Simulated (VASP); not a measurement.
# What goes wrong when SiO2 (Quartz) is relaxed with a bad input

Aim: see how common mistakes in a VASP relaxation show up, on SiO2 (Quartz). The starting structure is a measured crystal structure from the Crystallography Open Database. The first relaxation on each setting starts from this cell expanded by 3 % in volume.

Main program and level: VASP 6.6.1; Kohn-Sham DFT with plane waves and PAW; PBEsol.

## 1. Set-up

The structure is trigonal, space group P3_221 (No. 154). Conventional cell: a = 4.921 Å, b = 4.921 Å, c = 5.409 Å, α = 90.00°, β = 90.00°, γ = 120.00°. Si has 4 O at 1.61 Å nearest. Nearest to O lie 2 Si at 1.61 Å. Farther neighbours and most contacts between anions are not listed.

## 2. Reference relaxation

File INCAR:

```
SYSTEM = SiO2
PREC = Accurate
ENCUT = 520
EDIFF = 1E-06
NELM = 100
ISMEAR = 0
SIGMA = 0.03
LREAL = .FALSE.
ALGO = Normal
GGA = PS
NBANDS = 33
LORBIT = 11
LWAVE = .FALSE.
LCHARG = .FALSE.
KPAR = 16
IBRION = 2
NSW = 50
ISIF = 3
EDIFFG = -0.006
```

File POSCAR:

```
SiO2
1.0
    4.9696249510      0.0000000000      0.0000000000
   -2.4848124755      4.3038214549      0.0000000000
    0.0000000000      0.0000000000      5.4626589287
Si O
3 6
Direct
    0.5291000000      0.5291000000      0.0000000000
    0.0000000000      0.4709000000      0.3333333333
    0.4709000000      0.0000000000      0.6666666667
    0.1484000000      0.7346000000      0.5460668333
    0.8516000000      0.5862000000      0.1205998333
    0.5862000000      0.8516000000      0.8794001667
    0.7346000000      0.1484000000      0.4539331667
    0.2654000000      0.4138000000      0.2127335000
    0.4138000000      0.2654000000      0.7872665000
```

File KPOINTS:

```
Automatic mesh
0
Gamma
6 6 4
0 0 0
```

The projector-augmented-wave data sets are Si and O (PBE family, release 64).

Run with:

```sh
mpirun -np 16 vasp_std
```

What it wrote:

```text
[banner, memory and clock lines left out]
running   16 mpi-ranks, on    1 nodes
 distrk:  each k-point on    1 cores,   16 groups
 distr:  one band on    1 cores,    1 groups

 POSCAR found type information on POSCAR SiO
 POSCAR found :  2 types and       9 ions
|                                                                             |
|           W    W    AA    RRRRR   N    N  II  N    N   GGGG   !!!           |
|           W    W   A  A   R    R  NN   N  II  NN   N  G    G  !!!           |
|           W    W  A    A  R    R  N N  N  II  N N  N  G       !!!           |
|           W WW W  AAAAAA  RRRRR   N  N N  II  N  N N  G  GGG   !            |
|           WW  WW  A    A  R   R   N   NN  II  N   NN  G    G                |
|           W    W  A    A  R    R  N    N  II  N    N   GGGG   !!!           |
|                                                                             |
|     For optimal performance we recommend to set                             |
|       NCORE = 2 up to number-of-cores-per-socket                            |
|     NCORE specifies how many cores store one orbital (NPAR=cpu/NCORE).      |
|     This setting can greatly improve the performance of VASP for DFT.       |
|     The default, NCORE=1 might be grossly inefficient on modern             |
|     multi-core architectures or massively parallel machines. Do your        |
|     Unfortunately you need to use the default for GW and RPA                |
|     calculations (for HF NCORE is supported but not extensively tested      |
|     yet).                                                                   |
|                                                                             |

|                                                                             |
|               ----> ADVICE to this user running VASP <----                  |
|                                                                             |
|     You enforced a specific xc type in the INCAR file but a different       |
|     [... a line on the potential file left out ...]
|     I HOPE YOU KNOW WHAT YOU ARE DOING!                                     |
|                                                                             |

 LDA part: xc-table for (Slater+PW92), standard interpolation
 POSCAR, INCAR and KPOINTS ok, starting setup
 FFT: planning ... GRIDC
 FFT: planning ... GRID_SOFT
 FFT: planning ... GRID
 WAVECAR not read
 entering main loop
       N       E                     dE             d eps       ncg     rms          rms(c)
DAV:   1     0.276592818519E+03    0.27659E+03   -0.25066E+04  1584   0.134E+03
DAV:   2    -0.639228810149E+02   -0.34052E+03   -0.32760E+03  2077   0.307E+02
DAV:   3    -0.824299805606E+02   -0.18507E+02   -0.18427E+02  1976   0.759E+01
DAV:   4    -0.826352635061E+02   -0.20528E+00   -0.20505E+00  2000   0.895E+00
DAV:   5    -0.826384381513E+02   -0.31746E-02   -0.31737E-02  1976   0.110E+00    0.244E+01
DAV:   6    -0.740842866548E+02    0.85542E+01   -0.32460E+01  1873   0.302E+01    0.119E+01
DAV:   7    -0.740261324124E+02    0.58154E-01   -0.86520E-01  1944   0.466E+00    0.439E+00
DAV:   8    -0.739971316819E+02    0.29001E-01   -0.41531E-02  1933   0.157E+00    0.154E+00
DAV:   9    -0.740020332033E+02   -0.49015E-02   -0.17511E-02  1960   0.985E-01    0.340E-01
DAV:  10    -0.740038275301E+02   -0.17943E-02   -0.36537E-03  1940   0.312E-01    0.982E-02
DAV:  11    -0.740037774720E+02    0.50058E-04   -0.11401E-03  1992   0.193E-01    0.237E-02
DAV:  12    -0.740037811017E+02   -0.36298E-05   -0.37974E-05  1998   0.363E-02    0.176E-02
DAV:  13    -0.740037844797E+02   -0.33780E-05   -0.19175E-05  1960   0.228E-02    0.385E-03
DAV:  14    -0.740037849716E+02   -0.49184E-06   -0.71078E-07  1423   0.506E-03
   1 F= -.74003785E+02 E0= -.74003785E+02  d E =-.740038E+02
[...]
2 F= -.74002758E+02 E0= -.74002758E+02  d E =0.102709E-02
[...]
3 F= -.74004491E+02 E0= -.74004491E+02  d E =-.706492E-03
[...]
4 F= -.74004535E+02 E0= -.74004535E+02  d E =-.438938E-04
[...]
5 F= -.74004582E+02 E0= -.74004582E+02  d E =-.902549E-04
[...]
6 F= -.74004701E+02 E0= -.74004701E+02  d E =-.119178E-03
 trial-energy change:   -0.000119  1 .order   -0.000120   -0.000172   -0.000068
 step:   1.2421(harm=  1.2421)  dis= 0.00192  next Energy=   -74.004724 (dE=-0.142E-03)
 bond charge predicted
       N       E                     dE             d eps       ncg     rms          rms(c)
DAV:   1    -0.740047197815E+02   -0.19151E-04   -0.21124E-02  1588   0.909E-01    0.409E-02
DAV:   2    -0.740047287416E+02   -0.89602E-05   -0.43267E-04  2014   0.122E-01    0.149E-02
DAV:   3    -0.740047238016E+02    0.49400E-05   -0.93224E-06  1966   0.210E-02    0.721E-03
DAV:   4    -0.740047226699E+02    0.11317E-05   -0.44458E-06  1986   0.142E-02    0.174E-03
DAV:   5    -0.740047228334E+02   -0.16354E-06   -0.64293E-07  1159   0.503E-03
   7 F= -.74004723E+02 E0= -.74004723E+02  d E =-.141114E-03
 curvature:  -1.10 expect dE=-0.797E-05 dE for cont linesearch -0.320E-10
 trial: gam=-0.00891 g(F)=  0.724E-05 g(S)=  0.144E-07 ort = 0.109E-06 (trialstep = 0.850E+00)
 search vector abs. value=  0.728E-05
 reached required accuracy - stopping structural energy minimisation
```

Run time: 36 s. Hardware: 16 MPI ranks of Intel Xeon 6975P-C (Granite Rapids), shared host; peak memory 5.2 GiB; 7.4 min of CPU time.

Lines that name or quote the potential files are left out of all logs, and their timing lines are given in words.

OUTCAR, selected parts (step 2):

```text
ion  position               nearest neighbor table
   1  0.529  0.529  0.000-   5 1.62   6 1.62   8 1.63   9 1.63   2 3.09   2 3.09   3 3.09   3 3.09

  LATTYP: Found a hexagonal cell.
 ALAT       =     4.9696249510
 C/A-ratio  =     1.0992094942

 Subroutine GETGRP returns: Found  6 space group operations
 (whereof  2 operations were pure point group operations)

The static configuration has the point symmetry C_2 .
 The point group associated with its full space group is D_3 .

 Found     24 irreducible k-points:

   k-points           NKPTS =     24   k-points in BZ     NKDIM =     24   number of bands    NBANDS=     33

   dimension x,y,z NGX =    40 NGY =   40 NGZ =   42
   dimension x,y,z NGXF=    80 NGYF=   80 NGZF=   84

   ENCUT  =  520.0 eV  38.22 Ry    6.18 a.u.   9.24  9.24 10.16*2*pi/ulx,y,z

   NELECT =      48.0000    total number of electrons

 k-points in reciprocal lattice and weights: Automatic mesh
   0.00000000  0.00000000  0.00000000       0.007
   0.16666667  0.00000000  0.00000000       0.042
   0.33333333  0.00000000  0.00000000       0.042
   0.50000000  0.00000000  0.00000000       0.021
   0.16666667  0.16666667  0.00000000       0.042
   0.33333333  0.16666667  0.00000000       0.083
   0.33333333  0.33333333  0.00000000       0.014
   0.00000000  0.00000000  0.25000000       0.014
   0.16666667  0.00000000  0.25000000       0.042
[...]
0.33333333  0.16666667  0.50000000       0.083
   0.33333333  0.33333333  0.50000000       0.014

 average (electrostatic) potential at core
       1 -86.4811       2 -86.4811       3 -86.4811       4 -72.5492       5 -72.5492
       6 -72.5492       7 -72.5492       8 -72.5492       9 -72.5492

 E-fermi :   0.9717

 k-point     1 :       0.0000    0.0000    0.0000
  band No.  band energies     occupation
    ...
     20      -0.1880      2.00000
     21      -0.1880      2.00000
     22       0.1515      2.00000
     23       0.4792      2.00000
     24       0.4792      2.00000
     25       6.4900      0.00000
     26       9.8174      0.00000
     27       9.8174      0.00000
     28      10.2289      0.00000
     29      10.2289      0.00000
    ...

 k-point     2 :       0.1667    0.0000    0.0000
  band No.  band energies     occupation
    ...
     20      -0.2462      2.00000
     21      -0.1920      2.00000
     22       0.0474      2.00000
     23       0.5393      2.00000
     24       0.5727      2.00000
     25       6.9107      0.00000
     26       9.7637      0.00000
     27       9.8334      0.00000
     28      10.2892      0.00000
     29      10.3874      0.00000
    ...

 k-point     3 :       0.3333    0.0000    0.0000
  band No.  band energies     occupation
    ...
     20      -0.2909      2.00000
     21      -0.2081      2.00000
     22      -0.0186      2.00000
     23       0.5596      2.00000
     24       0.7117      2.00000
     25       7.8976      0.00000
     26       9.7763      0.00000
     27       9.9052      0.00000
     28      10.4213      0.00000
     29      10.7558      0.00000
    ...

  Total        0.0011603      0.0011603      0.0000213     -0.0000000     -0.0000000      0.0000000
  in kB        0.0159733      0.0159733      0.0002938     -0.0000000     -0.0000000      0.0000000
  external PRESSURE =       0.0107468 kB  Pullay stress =       0.0000000 kB

  energy-cutoff  :      520.00
  volume of cell :      116.38
      direct lattice vectors                 reciprocal lattice vectors
     4.963301091  0.000000000  0.000000000     0.201478811  0.116323845  0.000000000
    -2.481650545  4.298344831  0.000000000    -0.000000000  0.232647691  0.000000000
     0.000000000 -0.000000000  5.455302538     0.000000000 -0.000000000  0.183307890

 POSITION                                       TOTAL-FORCE (eV/Angst)
 -----------------------------------------------------------------------------------
      1.31188      2.27223      0.00000         0.001904      0.003298     -0.000000
     -1.16978      2.02611      1.81843         0.001904     -0.003298     -0.000000
      2.33955      0.00000      3.63687        -0.003808     -0.000000     -0.000000
     -1.08837      3.15893      2.97933        -0.003328     -0.002241     -0.001287
      2.77177      2.52202      0.65754         0.003605      0.001762      0.001287
      0.79825      3.66144      4.79776        -0.000277      0.004003     -0.001287
      3.27990      0.63691      2.47598        -0.000277     -0.004003      0.001287
      0.29012      1.77632      1.16089         0.003605     -0.001762     -0.001287
      1.39328      1.13941      4.29441        -0.003328      0.002241      0.001287
 -----------------------------------------------------------------------------------
    total drift:                               -0.000001     -0.000002      0.000001

  FREE ENERGIE OF THE ION-ELECTRON SYSTEM (eV)
  ---------------------------------------------------
  free  energy   TOTEN  =       -74.0047228334 eV

  energy  without entropy=      -74.0047228334  energy(sigma->0) =      -74.00472283

 reached required accuracy - stopping structural energy minimisation

 total charge
# of ion       s       p       d       tot
------------------------------------------
    1        0.645   0.995   0.000   1.640
    2        0.645   0.995   0.000   1.640
    3        0.645   0.995   0.000   1.640
    4        1.544   3.677   0.000   5.222
    5        1.544   3.677   0.000   5.222
    6        1.544   3.677   0.000   5.222
    7        1.544   3.677   0.000   5.222
    8        1.544   3.677   0.000   5.222
    9        1.544   3.677   0.000   5.222
--------------------------------------------------
tot         11.202  25.048   0.000  36.250

[... 3 further parts left out ...]
```

CONTCAR:

```
SiO2
   1.00000000000000
     4.9633010906770529    0.0000000000000000    0.0000000000000000
    -2.4816505453385265    4.2983448312101400    0.0000000000000000
     0.0000000000000000   -0.0000000000000000    5.4553025381370199
  Si              O
     3     6
Direct
     0.5286302214757109    0.5286302214757109    0.0000000000000000
     0.0000000000000000    0.4713697785242891    0.3333333332999970
     0.4713697785242891    0.0000000000000000    0.6666666667000030
     0.1481755815779904    0.7349181859824714    0.5461340710858438
     0.8518244184220095    0.5867426044044810    0.1205325955141573
     0.5867426044044810    0.8518244184220095    0.8794674044858426
     0.7349181859824714    0.1481755815779904    0.4538659289141561
     0.2650818140175287    0.4132573955955191    0.2128007377858398
     0.4132573955955191    0.2650818140175287    0.7871992622141604
```

The PAW data sets were made with PBE, which is usual practice but a small mismatch for other functionals. The run keeps the 6 symmetry operations of its start, so it cannot find a distortion of lower symmetry.

The reference relaxation ends at 12.931 Å³ an atom.

## 3. Relaxation with low precision and a small cutoff

A slip made on purpose: low precision and a small cutoff. Against step 2 the input has PREC = Low and ENCUT = 320 (also changed: NELM).

Changes to INCAR since step 2:

```diff
@@ -1,6 +1,6 @@
 SYSTEM = SiO2
-PREC = Accurate
-ENCUT = 520
+PREC = Low
+ENCUT = 320
 EDIFF = 1E-06
-NELM = 100
+NELM = 60
 ISMEAR = 0
```

POSCAR is that of step 2.

KPOINTS is that of step 2.

Run with:

```sh
mpirun -np 16 vasp_std
```

What it wrote:

```text
[banner, memory and clock lines left out]
running   16 mpi-ranks, on    1 nodes
[...]
[... a notice as in an earlier step ...]

 [... a notice as in an earlier step ...]

 LDA part: xc-table for (Slater+PW92), standard interpolation
 POSCAR, INCAR and KPOINTS ok, starting setup
[...]
entering main loop
       N       E                     dE             d eps       ncg     rms          rms(c)
DAV:   1     0.206216721007E+03    0.20622E+03   -0.19446E+04  1640   0.915E+02
DAV:   2    -0.686973421158E+02   -0.27491E+03   -0.26706E+03  2027   0.262E+02
DAV:   3    -0.819095573240E+02   -0.13212E+02   -0.13165E+02  1999   0.622E+01
DAV:   4    -0.820404419937E+02   -0.13088E+00   -0.13076E+00  1968   0.674E+00
[...]
DAV:  12    -0.746846534236E+02   -0.44688E-05   -0.21773E-05  1984   0.267E-02    0.194E-02
DAV:  13    -0.746846552621E+02   -0.18385E-05   -0.83744E-06  1968   0.144E-02    0.524E-03
DAV:  14    -0.746846552403E+02    0.21822E-07   -0.26269E-07  1392   0.286E-03
   1 F= -.74684655E+02 E0= -.74684655E+02  d E =-.746847E+02
[... from here on, the cycles between the ionic steps are left out ...]
   2 F= -.68067264E+02 E0= -.68067264E+02  d E =0.661739E+01
   3 F= -.75604174E+02 E0= -.75604174E+02  d E =-.919519E+00
   5 F= -.75612532E+02 E0= -.75612532E+02  d E =-.927877E+00
   7 F= -.76190729E+02 E0= -.76190729E+02  d E =-.578197E+00
   9 F= -.76330130E+02 E0= -.76330130E+02  d E =-.139401E+00
  11 F= -.76516035E+02 E0= -.76516035E+02  d E =-.185905E+00
  13 F= -.76665490E+02 E0= -.76665490E+02  d E =-.474951E-01
  15 F= -.76678059E+02 E0= -.76678059E+02  d E =-.600642E-01
  17 F= -.76724794E+02 E0= -.76724794E+02  d E =-.467356E-01
  19 F= -.76730137E+02 E0= -.76730137E+02  d E =-.520781E-01
  21 F= -.76735727E+02 E0= -.76735727E+02  d E =-.558979E-02
  23 F= -.76740290E+02 E0= -.76740290E+02  d E =-.456372E-02
  25 F= -.76741300E+02 E0= -.76741300E+02  d E =-.557328E-02
  27 F= -.76741666E+02 E0= -.76741666E+02  d E =-.366531E-03
  29 F= -.76742243E+02 E0= -.76742243E+02  d E =-.576409E-03
  31 F= -.76742329E+02 E0= -.76742329E+02  d E =-.862337E-04
  32 F= -.76742373E+02 E0= -.76742373E+02  d E =-.438019E-04
  33 F= -.76742444E+02 E0= -.76742444E+02  d E =-.114563E-03
[...]
reached required accuracy - stopping structural energy minimisation
```

The job ended after 24 s (16 MPI ranks; peak memory 2.6 GiB).

Parts of OUTCAR (step 3):

```text
  Total        0.0351675      0.0351675      0.0360531      0.0000000      0.0000000      0.0000000
  in kB        0.6008075      0.6008075      0.6159360      0.0000000      0.0000000      0.0000000
  external PRESSURE =       0.6058504 kB  Pullay stress =       0.0000000 kB

 POSITION                                       TOTAL-FORCE (eV/Angst)
 -----------------------------------------------------------------------------------
      1.28071      2.21826      5.15435         0.002693      0.004664     -0.000000
      3.57251      1.75125      1.71812         0.002693     -0.004664     -0.000000
      2.02217      0.00000      3.43623        -0.005386      0.000000     -0.000000
     -1.20514      2.74329      2.98150        -0.002916      0.003318      0.001232
      2.81041      2.41533      0.45473        -0.001416      0.004184     -0.001232
      0.68653      3.64155      4.69962         0.004331      0.000866      0.001232
      2.97833      0.32796      2.17285         0.004331     -0.000866     -0.001232
      0.51861      1.55418      1.26338        -0.001416     -0.004184      0.001232
      1.08666      1.22622      3.89097        -0.002916     -0.003318     -0.001232
 -----------------------------------------------------------------------------------
    total drift:                                0.001653      0.002955     -0.000015

  FREE ENERGIE OF THE ION-ELECTRON SYSTEM (eV)
  ---------------------------------------------------
  free  energy   TOTEN  =       -76.7424436283 eV

  energy  without entropy=      -76.7424436283  energy(sigma->0) =      -76.74244363

[... 2 parts as in an earlier step ...]

[... 2 further parts left out ...]
[key lines of the parts left out:]
E-fermi :   2.9395
```

Logs of long relaxations may skip ionic steps without a mark.

With low precision and a small cutoff the cell ends at 10.420 Å³ an atom, -19.42 % from the reference.

[end of part 1 of 2]

[Lines on the potential files, build, host, timing and source positions are cut from VASP's logs without a mark.]

[Logs are printed without paths, hosts, clocks, repeated set-up lines and the standing remarks that a program may print on its own settings, such as how far it seeks lower states.]

[Hosts, paths, dates, database ids (printed as entryN), source tags and the programs' standing remarks are cut or masked in the printed files.]
